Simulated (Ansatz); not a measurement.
# Br (Cmce) in Ansatz: settings compared

The runs below take Br through band structure, with PBEsol, LDA.

All numbers are computed with Ansatz 0.2.0; they aren't measurements. Logs are shortened: lines on timing, memory, paths and dates and some standing lists are left out, and cuts for length are marked.

## (1) The structure

Symmetry: Cmce, No. 64, orthorhombic system. The conventional cell has a = 6.726 Å, b = 4.645 Å, c = 8.702 Å, α = 90.00°, β = 90.00°, γ = 90.00°. Br (site symmetry m) is surrounded by 1 Br at 2.29 Å.

## (2) Band structure, PBEsol

input.yaml reads:

```yaml
crystal:
  lattice:
    - [3.36325, -2.32255, 0.0]
    - [3.36325, 2.32255, 0.0]
    - [0.0, 0.0, 8.7023]
  atoms:
    - { symbol: Br, position: [0.3651, 0.6349, 0.3901] }
    - { symbol: Br, position: [0.1349, 0.8651, 0.8901] }
    - { symbol: Br, position: [0.6349, 0.3651, 0.6099] }
    - { symbol: Br, position: [0.8651, 0.1349, 0.1099] }
kpoints:
  mp_grid: { grid: [7, 7, 3] }
  band_path:
    path:
      - [0.0, 0.0, 0.0]
      - [0.3692207505, -0.3692207505, 0.0]
      - [0.0, -0.5, 0.0]
      - [0.0, -0.5, -0.5]
      - [0.3692207505, -0.3692207505, -0.5]
      - [0.0, 0.0, -0.5]
      - [0.0, 0.0, 0.0]
      - [-0.5, -0.5, 0.0]
    npoints: 10
scf:
  occupations: { method: fermi_dirac, width: 0.05 }
hamiltonian:
  xc: pbesol
  pseudopotentials: { kind: all_electron, lapw: { basis_error: 0.002 } }
output:
  forces: true
  stress: true
  eigenvalues: true
```

Potentials or basis: all-electron LAPW, scalar-relativistic.

Launch:

```bash
$ ansatz run input.yaml --threads 2 --pin off --max-ram 8192MiB --backend cpu --events-out ev --progress --plain --runs-dir out
```

Output:

```text
Warning: RAYON_NUM_THREADS=2 ignored (pool sized by the plan → 2); use --threads N
LAPW: plane waves up to 9.148 Å⁻¹, error target 2.0e-3 eV per atom; small_component_spin mean_spin; Br in spheres of 1.143 Å, 25 of its electrons in bands, Dirac shells [] (how accurate: hamiltonian.pseudopotentials.lapw.basis_error, Limitations)
Engine: ansatz 0.2.0, aarch64-unknown-linux-gnu
Pseudopotentials: kind: all_electron
Pseudopotential: Br, LAPW, valence charge 25, lapw/all_electron/scalar/gaussian/Br, Koelling and Harmon's equation, gaussian nucleus
Functional definition: PBEsol
  exchange = pbesol_x
  correlation = pbesol_c
Crystal: 4 atoms, lattice volume = 135.953 Å³
Basis set: ecut = 318.8308311946929 eV, 1727 PW (Γ), exchange–correlation at level 2
Bands: 60, of which v1, the nominal top of the filled ones, is band 50 counted from 1 (49 counted from 0)
Symmetry: 8 space group operations
Space group: Cmce (ITA 64), of the structure as read, at distance tolerance 5.1e-5 Å
k-points: 32 of 147
Non-local potential: Br, projectors of the file, none
Initial density: superposition of atomic densities (chi_scale 0.1, normalization cell)
Initial wavefunctions: plane waves of lowest kinetic energy (no species holds an atomic orbital)
Functional: x = pbesol(κ = 0.804, μ = 0.12345679012345678), c = pbesol(β = 0.046)
iter 1 solved again at ethr=7.40e-4 eV; its pass at ethr=1.00e-1 eV (dr2=7.40e-1 eV) is discarded
SCF iter   1: F=—  HF=-283514.050339 eV  |F-HF|=—  |Δ(HF+E_count)|=         —  Δρ=2.50e-2  dr2=7.40e-1  ethr=7.40e-4  ⟨swp⟩=2.1  Hψ=11897  notcnv=0
preconditioner: auto → Resta (q_TF=auto, 2.592 Å⁻¹)  ε∞=2.6  [insulator: Δε(μ)=2.206 eV  Ē_g=13.158 eV  σ=0.050 eV  W_gap=1.00  n_scr=36 (ndim 8)  ℏωp=16.9 eV  f_vac=0.335  D(μ)=0.00/eV (n_scr^D=0)  ε∞_Penn≈2.6]
SCF iter   2: F=—  HF=-283513.703600 eV  |F-HF|=—  |Δ(HF+E_count)|=   3.47e-1  Δρ=1.28e-2  dr2=2.05e-1  ethr=7.40e-4  ⟨swp⟩=2.1  Hψ=5882  notcnv=0
iter 3 solved again at ethr=4.43e-6 eV; its pass at ethr=2.05e-4 eV (dr2=4.43e-3 eV) is discarded
SCF iter   3: F=—  HF=-283513.607012 eV  |F-HF|=—  |Δ(HF+E_count)|=   9.66e-2  Δρ=1.66e-3  dr2=4.43e-3  ethr=4.43e-6  ⟨swp⟩=2.0  Hψ=9979  notcnv=0
SCF iter   4: F=—  HF=-283513.614223 eV  |F-HF|=—  |Δ(HF+E_count)|=         —  Δρ=5.43e-4  dr2=5.56e-4  ethr=4.43e-6  ⟨swp⟩=2.0  Hψ=5562  notcnv=0
the basis was enlarged: its passes take 311.0 KiB over the memory plan, 2 of 2 planned eigensolver slots
SCF iter   5: F=—  HF=-283513.613969 eV  |F-HF|=—  |Δ(HF+E_count)|=   2.54e-4  Δρ=1.22e-4  dr2=3.33e-5  ethr=5.56e-7  ⟨swp⟩=3.0  Hψ=5694  notcnv=0
SCF iter   6: F=—  HF=-283513.613970 eV  |F-HF|=—  |Δ(HF+E_count)|=   6.49e-7  Δρ=5.34e-5  dr2=4.56e-6  ethr=3.33e-8  ⟨swp⟩=3.0  Hψ=5857  notcnv=0
SCF iter   7: F=—  HF=-283513.613970 eV  |F-HF|=—  |Δ(HF+E_count)|=   5.01e-7  Δρ=3.31e-5  dr2=1.88e-6  ethr=4.56e-9  ⟨swp⟩=3.0  Hψ=5815  notcnv=0
SCF iter   8: F=—  HF=-283513.613973 eV  |F-HF|=—  |Δ(HF+E_count)|=   3.21e-6  Δρ=9.33e-6  dr2=1.48e-7  ethr=1.88e-9  ⟨swp⟩=3.0  Hψ=5927  notcnv=0
SCF iter   9: F=-283513.613974 eV  HF=-283513.613974 eV  |F-HF|=6.81e-9  |Δ(HF+E_count)|=   2.36e-7  Δρ=1.58e-6  dr2=4.58e-9  ethr=1.48e-10  ⟨swp⟩=3.0  Hψ=5946  notcnv=0
SCF 1 converged in 9 iterations: F = -283513.613974 eV  dr2 = 4.58e-9
NSCF: frozen V_eff on 71 k-points
SCF converged after 9 iterations
Free energy (F): -283513.613974 eV
Harris-Foulkes:  -283513.613974 eV  (|F-HF|=6.81e-9)
Internal energy: -283513.613974 eV  (E = F + TS)
E sigma→0 (E₀):  -283513.613974 eV
Fermi energy:    4.270953 eV
--- Per-component energies (eV) ---
  E_band       = -8094.831683
  E_kinetic    = 290610.869850
  E_xc         = -9851.443449
  E_electrostatic = -564273.040374  (all electrons and nuclei)
  E_smearing   = -0.000000  (= −TS)
  E_closure    = 0.000000  (closes the sum)
  E_atoms      = -283506.524850  (free atoms, spherical and without spin; not in F)
  Σ components = -283513.613974   (vs F -283513.613974, Δ=0.00e0)
  Basis errors (estimates in eV, not in F): energy 1.1e-3 per atom: plane waves 9.8e-4 (6.0e-4 summed), levels above the bands 1.8e-84, relativity 1.0e-7, radial functions 8.0e-5, core shells 4.6e-9; eigenvalues (radial functions only) 1.7e-6; not estimated: angular momenta, meshes, grids; target (lapw.basis_error) 2.0e-3; muffin-tin radii Br 1.143 Å
--- Forces (eV/Å), atoms counted from 1 ---
  atom   1  Br     0.00000000     0.31525387    -0.64919131
  atom   2  Br     0.00000000    -0.31525387    -0.64919131
  atom   3  Br     0.00000000    -0.31525387     0.64919131
  atom   4  Br     0.00000000     0.31525387     0.64919131
  max |Σ_I F_I| component: 4.16e-17 eV/Å
--- Stress (GPa, compression-positive) ---
        0.056344       0.000000       0.000000
        0.000000      -0.493159       0.000000
        0.000000       0.000000       0.807715
  P = ⅓ Tr σ = 0.1236 GPa (1.236 kbar)
--- Band table (eV; the first three rows and the last of 32) ---
  k-point 0: bands = ["-227.9376", "-227.9376", "-227.9374", "-227.9374", "-163.8313", "-163.8313", "-163.8289", "-163.8289", "-163.4419", "-163.4419", "-163.4417", "-163.4417", "-163.4039", "-163.4039", "-163.4038", "-163.4038", "-57.3147", "-57.3143", "-57.2565", "-57.2561", "-57.2022", "-57.2019", "-57.1860", "-57.1857", "-57.1737", "-57.1737", "-57.1575", "-57.1575", "-56.8768", "-56.8768", "-56.8763", "-56.8762", "-56.8754", "-56.8753", "-56.8747", "-56.8747", "-12.6156", "-12.2985", "-9.7914", "-9.1179", "-1.6226", "-0.6175", "1.1546", "1.1670", "1.6497", "1.6896", "2.3792", "2.9704", "3.2569", "3.3008", "5.1657", "5.9246", "9.1143", "9.8456", "10.5735", "12.2114", "12.2130", "12.5224", "13.5617", "13.8120"]
  k-point 1: bands = ["-227.9376", "-227.9376", "-227.9374", "-227.9374", "-163.8313", "-163.8313", "-163.8289", "-163.8289", "-163.4419", "-163.4419", "-163.4417", "-163.4417", "-163.4039", "-163.4039", "-163.4038", "-163.4038", "-57.3146", "-57.3144", "-57.2564", "-57.2562", "-57.2021", "-57.2020", "-57.1859", "-57.1858", "-57.1737", "-57.1737", "-57.1575", "-57.1575", "-56.8768", "-56.8768", "-56.8763", "-56.8762", "-56.8754", "-56.8753", "-56.8747", "-56.8747", "-12.5462", "-12.3893", "-9.6168", "-9.2821", "-1.4173", "-0.9379", "1.3083", "1.3770", "1.6597", "1.6796", "2.3727", "2.7162", "3.2676", "3.2896", "5.2356", "5.6017", "9.5551", "9.9683", "11.0477", "11.8604", "12.1786", "12.3019", "13.9889", "14.0798"]
  k-point 2: bands = ["-227.9376", "-227.9376", "-227.9374", "-227.9374", "-163.8313", "-163.8313", "-163.8289", "-163.8289", "-163.4419", "-163.4419", "-163.4417", "-163.4417", "-163.4039", "-163.4039", "-163.4038", "-163.4038", "-57.3147", "-57.3144", "-57.2565", "-57.2562", "-57.2022", "-57.2019", "-57.1860", "-57.1858", "-57.1737", "-57.1737", "-57.1575", "-57.1575", "-56.8768", "-56.8768", "-56.8763", "-56.8762", "-56.8754", "-56.8753", "-56.8747", "-56.8747", "-12.5736", "-12.2848", "-9.7590", "-9.1551", "-1.6240", "-0.7089", "0.9084", "0.9839", "1.5145", "1.5433", "2.5921", "3.0537", "3.1863", "3.2333", "5.1668", "5.8752", "9.5838", "10.1376", "10.9724", "11.9838", "12.1462", "12.5514", "13.2088", "14.0698"]
  k-point 31: bands = ["-227.9376", "-227.9376", "-227.9374", "-227.9374", "-163.8313", "-163.8313", "-163.8289", "-163.8289", "-163.4419", "-163.4419", "-163.4417", "-163.4417", "-163.4039", "-163.4039", "-163.4038", "-163.4038", "-57.3146", "-57.3144", "-57.2564", "-57.2562", "-57.2021", "-57.2020", "-57.1859", "-57.1858", "-57.1737", "-57.1737", "-57.1575", "-57.1575", "-56.8768", "-56.8767", "-56.8762", "-56.8762", "-56.8753", "-56.8753", "-56.8747", "-56.8747", "-12.3203", "-12.2127", "-9.4871", "-9.2763", "-1.3316", "-1.0882", "-0.1092", "0.2223", "0.6944", "0.9642", "2.3723", "2.4120", "2.7828", "3.0307", "5.2984", "5.4953", "11.0922", "11.1685", "11.9046", "12.0123", "12.6011", "13.1577", "14.1827", "14.5806"]
```

Run time: 53 s. Hardware: 2 threads of Arm Neoverse V2, shared host; peak memory 0.55 GiB.

Results:

```
Free energy             : -283513.6140 eV
Pressure                : 0.1 GPa
Largest force           : 0.722 eV/Å
Band gap on the k mesh  : 1.85 eV, indirect (least direct gap 1.86 eV)
Band gap along the path : 1.80 eV, indirect (least direct gap 1.85 eV)
```

Forces on the atoms (eV/Å):
```
Br   0.000  0.315 -0.649
Br   0.000 -0.315 -0.649
Br   0.000 -0.315  0.649
Br   0.000  0.315  0.649
```

Levels at the corners of the path, in eV from the valence-band top:
| point | band 46 | band 47 | band 48 | band 49 | band 50 | band 51 | band 52 | band 53 | band 54 | band 55 |
| --- | --- | --- | --- | --- | --- | --- | --- | --- | --- | --- |
| Γ | -1.65 | -0.96 | -0.37 | -0.08 | -0.04 | 1.82 | 2.58 | 5.77 | 6.50 | 7.23 |
| X | -2.53 | -1.17 | -0.89 | -0.34 | -0.03 | 2.05 | 2.31 | 7.73 | 8.28 | 8.65 |
| S | -2.02 | -0.83 | -0.83 | -0.25 | -0.25 | 2.49 | 2.49 | 6.99 | 6.99 | 9.06 |
| R | -2.07 | -0.54 | -0.54 | 0.00 | 0.00 | 2.21 | 2.21 | 7.31 | 7.31 | 8.46 |
| A | -2.79 | -0.54 | -0.54 | -0.50 | -0.50 | 2.17 | 2.17 | 8.26 | 8.26 | 8.80 |
| Z | -1.67 | -0.84 | -0.84 | -0.06 | -0.06 | 2.04 | 2.04 | 6.51 | 6.51 | 8.15 |
| Γ | -1.65 | -0.96 | -0.37 | -0.08 | -0.04 | 1.82 | 2.58 | 5.77 | 6.50 | 7.23 |
| Y | -2.38 | -1.37 | -1.17 | -0.41 | -0.02 | 1.88 | 2.26 | 7.17 | 7.44 | 7.57 |

## (3) Band structure, LDA

Changes to input.yaml since step 2:

```diff
@@ -26,3 +26,3 @@
 hamiltonian:
-  xc: pbesol
+  xc: lda
   pseudopotentials: { kind: all_electron, lapw: { basis_error: 0.002 } }
```

Potentials or basis: all-electron LAPW, scalar-relativistic.

Launch:

```bash
$ ansatz run input.yaml --threads 2 --pin off --max-ram 8192MiB --backend cpu --events-out ev --progress --plain --runs-dir out
```

Output:

```text
Warning: RAYON_NUM_THREADS=2 ignored (pool sized by the plan → 2); use --threads N
LAPW: plane waves up to 9.152 Å⁻¹, error target 2.0e-3 eV per atom; small_component_spin mean_spin; Br in spheres of 1.143 Å, 25 of its electrons in bands, Dirac shells [] (how accurate: hamiltonian.pseudopotentials.lapw.basis_error, Limitations)
[... 3 set-up lines as earlier in the session ...]
Functional definition: SPW92
  exchange = slater_x
  correlation = pw_c
Crystal: 4 atoms, lattice volume = 135.953 Å³
Basis set: ecut = 319.12243620739645 eV, 1727 PW (Γ), exchange–correlation at level 2
Bands: 60, of which v1, the nominal top of the filled ones, is band 50 counted from 1 (49 counted from 0)
[... 2 set-up lines as earlier in the session ...]
k-points: 32 of 147
[... 3 set-up lines as earlier in the session ...]
Functional: x = slater, c = lda
iter 1 solved again at ethr=7.28e-4 eV; its pass at ethr=1.00e-1 eV (dr2=7.28e-1 eV) is discarded
SCF iter   1: F=—  HF=-283343.786715 eV  |F-HF|=—  |Δ(HF+E_count)|=         —  Δρ=2.46e-2  dr2=7.28e-1  ethr=7.28e-4  ⟨swp⟩=2.1  Hψ=11861  notcnv=0
preconditioner: auto → Resta (q_TF=auto, 2.592 Å⁻¹)  ε∞=2.7  [insulator: Δε(μ)=2.144 eV  Ē_g=13.046 eV  σ=0.050 eV  W_gap=1.00  n_scr=36 (ndim 8)  ℏωp=16.9 eV  f_vac=0.330  D(μ)=0.00/eV (n_scr^D=0)  ε∞_Penn≈2.7]
SCF iter   2: F=—  HF=-283343.420567 eV  |F-HF|=—  |Δ(HF+E_count)|=   3.66e-1  Δρ=1.25e-2  dr2=1.99e-1  ethr=7.28e-4  ⟨swp⟩=2.0  Hψ=5880  notcnv=0
iter 3 solved again at ethr=4.50e-6 eV; its pass at ethr=1.99e-4 eV (dr2=4.50e-3 eV) is discarded
SCF iter   3: F=—  HF=-283343.316751 eV  |F-HF|=—  |Δ(HF+E_count)|=   1.04e-1  Δρ=1.63e-3  dr2=4.50e-3  ethr=4.50e-6  ⟨swp⟩=2.0  Hψ=9997  notcnv=0
SCF iter   4: F=—  HF=-283343.321966 eV  |F-HF|=—  |Δ(HF+E_count)|=         —  Δρ=5.21e-4  dr2=5.23e-4  ethr=4.50e-6  ⟨swp⟩=2.0  Hψ=5566  notcnv=0
the basis was enlarged: its passes take 303.5 KiB over the memory plan, 2 of 2 planned eigensolver slots
SCF iter   5: F=—  HF=-283343.321464 eV  |F-HF|=—  |Δ(HF+E_count)|=   5.01e-4  Δρ=1.15e-4  dr2=3.21e-5  ethr=5.23e-7  ⟨swp⟩=2.0  Hψ=5564  notcnv=0
SCF iter   6: F=—  HF=-283343.321447 eV  |F-HF|=—  |Δ(HF+E_count)|=   1.71e-5  Δρ=4.83e-5  dr2=3.80e-6  ethr=3.21e-8  ⟨swp⟩=3.0  Hψ=5637  notcnv=0
SCF iter   7: F=—  HF=-283343.321445 eV  |F-HF|=—  |Δ(HF+E_count)|=   2.55e-6  Δρ=2.85e-5  dr2=1.43e-6  ethr=3.80e-9  ⟨swp⟩=2.0  Hψ=5564  notcnv=0
SCF iter   8: F=-283343.321445 eV  HF=-283343.321445 eV  |F-HF|=2.19e-8  |Δ(HF+E_count)|=   7.55e-7  Δρ=6.99e-6  dr2=8.82e-8  ethr=1.43e-9  ⟨swp⟩=2.8  Hψ=5614  notcnv=0
SCF 1 converged in 8 iterations: F = -283343.321445 eV  dr2 = 8.82e-8
NSCF: frozen V_eff on 71 k-points
SCF converged after 8 iterations
Free energy (F): -283343.321445 eV
Harris-Foulkes:  -283343.321445 eV  (|F-HF|=2.19e-8)
Internal energy: -283343.321445 eV  (E = F + TS)
E sigma→0 (E₀):  -283343.321445 eV
Entropy (-TS):   -0.000000 eV (-0.000 meV/atom)
Fermi energy:    4.054000 eV
--- Per-component energies (eV) ---
  E_band       = -8109.992263
  E_kinetic    = 290360.036668
  E_xc         = -9678.032281
  E_electrostatic = -564025.325833  (all electrons and nuclei)
  E_smearing   = -0.000000  (= −TS)
  E_closure    = 0.000000  (closes the sum)
  E_atoms      = -283335.241077  (free atoms, spherical and without spin; not in F)
  Σ components = -283343.321445   (vs F -283343.321445, Δ=0.00e0)
  Basis errors (estimates in eV, not in F): energy 9.4e-4 per atom: plane waves 8.9e-4 (5.5e-4 summed), levels above the bands 5.4e-84, relativity 5.7e-9, radial functions 5.1e-5, core shells 4.8e-9; eigenvalues (radial functions only) 1.7e-6; not estimated: angular momenta, meshes, grids; target (lapw.basis_error) 2.0e-3; muffin-tin radii Br 1.143 Å
--- Forces (eV/Å), atoms counted from 1 ---
  atom   1  Br     0.00000000     0.28924577    -0.63062166
  atom   2  Br     0.00000000    -0.28924577    -0.63062166
  atom   3  Br     0.00000000    -0.28924577     0.63062166
  atom   4  Br     0.00000000     0.28924577     0.63062166
  max |Σ_I F_I| component: 1.39e-17 eV/Å
--- Stress (GPa, compression-positive) ---
       -1.052960       0.000000       0.000000
        0.000000      -1.903773       0.000000
        0.000000       0.000000      -0.696807
  P = ⅓ Tr σ = -1.2178 GPa (-12.178 kbar)
--- Band table (eV; the first three rows and the last of 32) ---
  k-point 0: bands = ["-227.5394", "-227.5394", "-227.5392", "-227.5392", "-163.8173", "-163.8173", "-163.8148", "-163.8148", "-163.4351", "-163.4351", "-163.4350", "-163.4350", "-163.3965", "-163.3965", "-163.3963", "-163.3963", "-57.6373", "-57.6370", "-57.5791", "-57.5787", "-57.5257", "-57.5255", "-57.5096", "-57.5093", "-57.4966", "-57.4966", "-57.4805", "-57.4805", "-57.2046", "-57.2046", "-57.2040", "-57.2040", "-57.2032", "-57.2031", "-57.2025", "-57.2024", "-12.8356", "-12.5178", "-10.0242", "-9.3530", "-1.8187", "-0.8068", "0.9675", "0.9941", "1.4869", "1.5253", "2.1811", "2.7820", "3.0795", "3.1290", "4.9077", "5.6885", "8.7069", "9.4889", "10.2679", "11.8492", "11.9231", "12.2268", "13.2894", "13.5227"]
  k-point 1: bands = ["-227.5394", "-227.5394", "-227.5392", "-227.5392", "-163.8173", "-163.8173", "-163.8148", "-163.8148", "-163.4351", "-163.4351", "-163.4350", "-163.4350", "-163.3965", "-163.3965", "-163.3963", "-163.3963", "-57.6372", "-57.6371", "-57.5790", "-57.5788", "-57.5257", "-57.5255", "-57.5095", "-57.5094", "-57.4966", "-57.4966", "-57.4805", "-57.4805", "-57.2046", "-57.2046", "-57.2040", "-57.2040", "-57.2032", "-57.2031", "-57.2025", "-57.2024", "-12.7661", "-12.6089", "-9.8500", "-9.5164", "-1.6130", "-1.1309", "1.1361", "1.2000", "1.4965", "1.5157", "2.1751", "2.5246", "3.0916", "3.1164", "4.9716", "5.3458", "9.1699", "9.6055", "10.7340", "11.5123", "11.8863", "12.0075", "13.7223", "13.8043"]
  k-point 2: bands = ["-227.5394", "-227.5394", "-227.5392", "-227.5392", "-163.8173", "-163.8173", "-163.8148", "-163.8148", "-163.4351", "-163.4351", "-163.4350", "-163.4350", "-163.3965", "-163.3965", "-163.3963", "-163.3963", "-57.6373", "-57.6370", "-57.5791", "-57.5787", "-57.5257", "-57.5255", "-57.5096", "-57.5093", "-57.4966", "-57.4966", "-57.4805", "-57.4805", "-57.2046", "-57.2046", "-57.2040", "-57.2040", "-57.2032", "-57.2031", "-57.2025", "-57.2024", "-12.7934", "-12.5040", "-9.9918", "-9.3900", "-1.8207", "-0.8993", "0.7238", "0.7937", "1.3468", "1.3752", "2.4049", "2.8698", "3.0072", "3.0587", "4.9049", "5.6371", "9.1883", "9.7849", "10.6654", "11.6387", "11.8528", "12.2477", "12.8879", "13.7986"]
  k-point 31: bands = ["-227.5394", "-227.5394", "-227.5392", "-227.5392", "-163.8173", "-163.8173", "-163.8148", "-163.8148", "-163.4351", "-163.4351", "-163.4350", "-163.4350", "-163.3965", "-163.3965", "-163.3963", "-163.3963", "-57.6372", "-57.6371", "-57.5790", "-57.5788", "-57.5256", "-57.5255", "-57.5095", "-57.5094", "-57.4966", "-57.4966", "-57.4805", "-57.4805", "-57.2045", "-57.2045", "-57.2040", "-57.2040", "-57.2031", "-57.2031", "-57.2025", "-57.2025", "-12.5386", "-12.4310", "-9.7198", "-9.5105", "-1.5252", "-1.2825", "-0.3141", "0.0230", "0.5065", "0.7813", "2.1771", "2.2175", "2.5935", "2.8494", "5.0459", "5.2505", "10.7753", "10.8457", "11.6139", "11.6874", "12.2975", "12.8518", "13.8423", "14.3197"]
```

Run time: 51 s. Hardware: 2 threads of Arm Neoverse V2, shared host; peak memory 0.54 GiB.

Results:

```
Free energy             : -283343.3214 eV
Pressure                : -1.2 GPa
Largest force           : 0.694 eV/Å
Band gap on the k mesh  : 1.76 eV, indirect (least direct gap 1.78 eV)
Band gap along the path : 1.71 eV, indirect (least direct gap 1.76 eV)
```

Forces in eV/Å, atoms in the order of the input:
```
Br   0.000  0.289 -0.631
Br   0.000 -0.289 -0.631
Br   0.000 -0.289  0.631
Br   0.000  0.289  0.631
```

Stress tensor (GPa, compression positive):
```
-1.05  0.00  0.00
 0.00 -1.90  0.00
 0.00  0.00 -0.70
```

Levels at the corners of the path, in eV from the valence-band top:
| point | band 47 | band 48 | band 49 | band 50 | band 51 | band 52 | band 53 | band 54 |
| --- | --- | --- | --- | --- | --- | --- | --- | --- |
| Γ | -0.98 | -0.38 | -0.08 | -0.03 | 1.74 | 2.53 | 5.54 | 6.33 |
| X | -1.19 | -0.90 | -0.35 | -0.02 | 1.98 | 2.24 | 7.59 | 8.17 |
| S | -0.86 | -0.86 | -0.26 | -0.26 | 2.44 | 2.44 | 6.82 | 6.82 |
| R | -0.55 | -0.55 | 0.00 | 0.00 | 2.14 | 2.14 | 7.14 | 7.14 |
| A | -0.55 | -0.55 | -0.51 | -0.51 | 2.10 | 2.10 | 8.11 | 8.11 |
| Z | -0.86 | -0.86 | -0.06 | -0.06 | 1.95 | 1.95 | 6.31 | 6.31 |
| Γ | -0.98 | -0.38 | -0.08 | -0.03 | 1.74 | 2.53 | 5.54 | 6.33 |
| Y | -1.39 | -1.19 | -0.42 | -0.02 | 1.80 | 2.20 | 7.04 | 7.30 |

LDA gaps usually lie below the measured ones, often by a third to a half.
